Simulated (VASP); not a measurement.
Here is a VASP 6.6.1 calculation.

File INCAR:

```
  PREC = Accurate
  ENCUT = 520
  EDIFF = 1E-7
  ISMEAR = -1
  SIGMA = 0.05
  LREAL = False
  LASPH = True
  NELM = 100
  ALGO = Normal
  ISIF = 2
  LWAVE = False
  LCHARG = False
  GGA = PS
  IVDW = 12
  NBANDS = 12
```

Contents of KPOINTS:

```
regular mesh
0
Gamma
  6 6 6
```

File POSCAR:

```
Sc
1.0
    4.0613070000      0.0000000000      0.0000000000
    0.0000000000      4.0613070000      0.0000000000
    0.0000000000      0.0000000000      4.0613070000
Sc
1
Direct
    0.0000000000      0.0000000000      0.0000000000
```

Potentials or basis: VASP PAW PBE potentials, release 64 (Sc_sv).

Command:

```sh
$ cat potpaw_PBE.64/Sc_sv/POTCAR > POTCAR
$ mpirun -np 1 vasp_std > vasp.out
```

(1) What does it give for the pressure?

(2) What does it give for the band gap on the k mesh?

(3) What does it give for the dispersion energy per atom?

Answers

(1) -4.3 GPa.

(2) none (metal or under the smearing width).

(3) -0.662 eV.

Caveat: the PAW data sets were made with another functional, which shifts forces and pressure a little; pairwise dispersion overbinds metals, which lowers pressure and volume.
